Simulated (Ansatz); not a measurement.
# PbI2: how the settings move a single-point run

Aim: see which settings change the result for PbI2, by how much, and at what cost.

Method: reference: DFT, PBE, plane waves, PAW, in Ansatz 0.2.0.

2 further runs of the same task are left out: 1 for a known fault of the program, 1 that didn't finish.

### 1 The system as given

Symmetry: P-3m1, No. 164, trigonal system. The conventional cell has a = 4.564 Å, b = 4.564 Å, c = 7.048 Å, α = 90.00°, β = 90.00°, γ = 120.00°. Pb (site symmetry -3m) is surrounded by 6 I at 3.24 Å. I (site symmetry 3m) is surrounded by 3 Pb at 3.24 Å.

Structure file:

```cif
data_structure
_symmetry_space_group_name_H-M 'P-3m1'
_symmetry_Int_Tables_number 164
_cell_length_a 4.5641
_cell_length_b 4.5641
_cell_length_c 7.0475
_cell_angle_alpha 90.000
_cell_angle_beta 90.000
_cell_angle_gamma 120.000
_cell_volume 127.14
loop_
_atom_site_label
_atom_site_type_symbol
_atom_site_symmetry_multiplicity
_atom_site_Wyckoff_symbol
_atom_site_fract_x
_atom_site_fract_y
_atom_site_fract_z
_atom_site_occupancy
Pb1 Pb 1 a 0.00000 0.00000 0.00000 1
I1 I 2 d 0.33333 0.66667 0.26671 1
```

### 2 The reference run

The input, input.yaml:

```yaml
crystal:
  lattice:
    - [4.5640817111, 0.0, 0.0]
    - [-2.2820408555, 3.9526107068, 0.0]
    - [0.0, 0.0, 7.0475120395]
  atoms:
    - { symbol: Pb, position: [0.0, 0.0, 0.0] }
    - { symbol: I, position: [0.3333333333, 0.6666666667, 0.2667068044] }
    - { symbol: I, position: [0.6666666667, 0.3333333333, 0.7332931956] }
kpoints:
  mp_grid: { grid: [6, 6, 4] }
hamiltonian:
  xc: pbe
scf:
  occupations: { method: fixed }
  n_extra_bands: 4
output:
  forces: true
  stress: true
  eigenvalues: true
```

On the command line:

```bash
> ansatz run input.yaml --threads 4 --pin off --max-ram 3686MiB --backend cpu --events-out ev --progress --plain --runs-dir out
```

### 3 Changed: xc mr2scan

input.yaml: that of step 2 with these lines changed.

```diff
@@ -12,3 +12,3 @@
 hamiltonian:
-  xc: pbe
+  xc: mr2scan
 scf:
```

What does the calculation give? Wanted: for each run, ending; energy change; pressure; gap; force.

The runs gave:

```
          run     ending   energy change  pressure (GPa)  gap (eV)  force (eV/Å)  cycles   time
    reference  converged               -             1.3      2.23          0.05       6  2.6 s
1: xc mr2scan  converged  not comparable             0.7      2.63          0.01       7  5.5 s
```

Residual by cycle in the longest SCF loop of each run; runs are numbered as in the table. The quantity is the density residual dr2, in eV.

```
cycle  reference    run 1
    1     3.5e-4   0.0164
    2     1.9e-4  0.00337
    3     5.6e-5   1.9e-4
    4     2.6e-6   2.8e-5
    5     1.5e-6   2.7e-6
    6     2.1e-8   1.3e-7
    7          -   9.1e-9
```

After a change of functional the difference of the totals has no physical meaning; the pressure goes from 1.3 to 0.7 GPa, the gap on the mesh goes from 2.23 to 2.63 eV and the largest force goes from 0.05 to 0.01 eV/Å. At this fixed cell a lower pressure means that this functional prefers a smaller volume than the reference. Meta-GGAs of this kind usually give somewhat wider gaps than GGAs. Cost: 7 SCF cycles against 6, 5.5 s against 2.6 s. The gap of the reference lacks spin-orbit coupling, though the cell holds I and Pb.
